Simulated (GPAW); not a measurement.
A run of GPAW 26.7.0 is set up as follows.

File run.py:

```python
from ase.dft.bandgap import bandgap
from ase.io import read, write
from gpaw import GPAW

atoms = read('CdO.xyz')

calc = GPAW(mode='lcao',
            h=0.2,
            basis='dzp',
            xc='PBE',
            kpts={'size': (8, 8, 8), 'gamma': True},
            occupations={'name': 'fermi-dirac', 'width': 0.05},
            convergence={'density': 1e-05, 'energy': 1e-05},
            maxiter=150,
            txt='gpaw.txt')
atoms.calc = calc
energy = atoms.get_potential_energy()
forces = atoms.get_forces()
calc.write('gs.gpw')
write('result.traj', atoms)
print(f'Energy: {energy:.6f} eV')
print('Forces (eV/A):')
print(forces.round(4))
print('Fermi level:', round(calc.get_fermi_level(), 4), 'eV')
print(f'Gap: {bandgap(calc)[0]:.4f} eV, direct: {bandgap(calc, direct=True)[0]:.4f} eV')

path = atoms.cell.bandpath('GXWKGLUWLK,UX', npoints=100, eps=1e-4)
bs_calc = calc.fixed_density(kpts=path, symmetry='off', txt='bands.txt')
bs = bs_calc.band_structure()
bs.write('bs.json')
print(f'Gap on the path: {bandgap(bs_calc)[0]:.4f} eV')
```

The input CdO.xyz:

```xyz
2
Lattice="0.0000000000 2.3495000000 2.3495000000 2.3495000000 0.0000000000 2.3495000000 2.3495000000 2.3495000000 0.0000000000" Properties=species:S:1:pos:R:3 pbc="T T T"
Cd     0.0000000000      0.0000000000      0.0000000000
O      2.3495000000      2.3495000000      2.3495000000
```

Potentials or basis: GPAW PAW data sets (gpaw-data 1.2.1), lcao:dzp.

Run with:

```sh
$ OMP_NUM_THREADS=1 python run.py
```

Predict the band gap along the path.

none (metal or under the smearing width).

Levels at the corners of the path, in eV from the Fermi level:
| point | band 6 | band 7 | band 8 | band 9 | band 10 |
| --- | --- | --- | --- | --- | --- |
| Γ | -6.54 | -1.51 | -1.51 | -1.48 | -0.60 |
| X | -5.84 | -4.50 | -2.49 | -2.47 | 3.76 |
| W | -5.95 | -3.16 | -3.15 | -2.01 | 5.91 |
| K | -6.14 | -3.56 | -3.02 | -1.42 | 5.34 |
| Γ | -6.54 | -1.51 | -1.51 | -1.48 | -0.60 |
| L | -6.28 | -3.94 | -0.14 | -0.14 | 4.44 |
| U | -6.14 | -3.56 | -3.02 | -1.42 | 5.34 |
| W | -5.95 | -3.16 | -3.15 | -2.01 | 5.91 |
| L | -6.28 | -3.94 | -0.14 | -0.14 | 4.44 |
| K | -6.14 | -3.56 | -3.02 | -1.42 | 5.34 |
| U | -6.14 | -3.56 | -3.02 | -1.42 | 5.34 |
| X | -5.84 | -4.50 | -2.49 | -2.47 | 3.76 |

Caveat: the real-space grid adds noise to forces; the basis of atomic orbitals isn't converged, which shifts pressures, moduli and gaps.
